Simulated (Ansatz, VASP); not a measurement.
**One calculation of AlNi, two programs**

INCAR

```
SYSTEM = AlNi
ALGO = Normal ; EDIFF = 1E-6
ENCUT = 520 ; GGA = PE
ISIF = 2 ; ISMEAR = 0
LASPH = .TRUE. ; LCHARG = .FALSE.
LREAL = .FALSE. ; LWAVE = .FALSE.
NBANDS = 14 ; NELM = 60
PREC = Accurate ; SIGMA = 0.15
```

File KPOINTS:

```
k-points
0
G
  16 16 16
  0 0 0
```

POSCAR

```
AlNi
1.0
    2.8810000000      0.0000000000      0.0000000000
    0.0000000000      2.8810000000      0.0000000000
    0.0000000000      0.0000000000      2.9962400000
Al Ni
1 1
Direct
    0.0000000000      0.0000000000      0.0000000000
    0.5000000000      0.5000000000      0.5000000000
```

Input for Ansatz:

```yaml
crystal:
  lattice:
    - [2.881, 0.0, 0.0]
    - [0.0, 2.881, 0.0]
    - [0.0, 0.0, 2.99624]
  atoms:
    - { symbol: Al, position: [0.0, 0.0, 0.0] }
    - { symbol: Ni, position: [0.5, 0.5, 0.5] }
basis:
  ecutwfc: 420
kpoints:
  mp_grid: { grid: [16, 16, 16] }
hamiltonian:
  xc: pbe
scf:
  occupations: { method: gaussian, width: 0.15 }
output:
  forces: true
  stress: true
  eigenvalues: true
```

Change from the starting cell: strain +0.000 along x and y, +0.040 along z, atoms carried along.

Alike in both runs: task single point; functional PBE; k mesh 16 × 16 × 16; occupations gaussian, width 0.15 eV; no spin polarisation.

|  | VASP | Ansatz |
| --- | --- | --- |
| version | VASP 6.6.1 | Ansatz 0.2.0 |
| potentials or method | VASP PAW PBE potentials, release 64 (Al, Ni) | scalar-relativistic, plane waves, PAW |
| plane-wave cutoff (eV) | 520 | 420 |
| valence electrons in the cell | 13 | 21 |

```tsv
	VASP	Ansatz	Ansatz less VASP
gap on the k mesh at the Fermi level (eV)	none	none	-
pressure (GPa)	-3.8	-3.9	-0.09
largest component of the traceless stress (GPa)	1.58	1.53	-0.040
```

A gap of «none» marks a metal or a gap that the smearing closes. With one functional, cell and mesh, what is left measures potentials, basis and numerics. The two sets of potentials don't hold the same shells in valence.

Spin polarisation is off, so any magnetic state and its effect on volume and gap are missing.
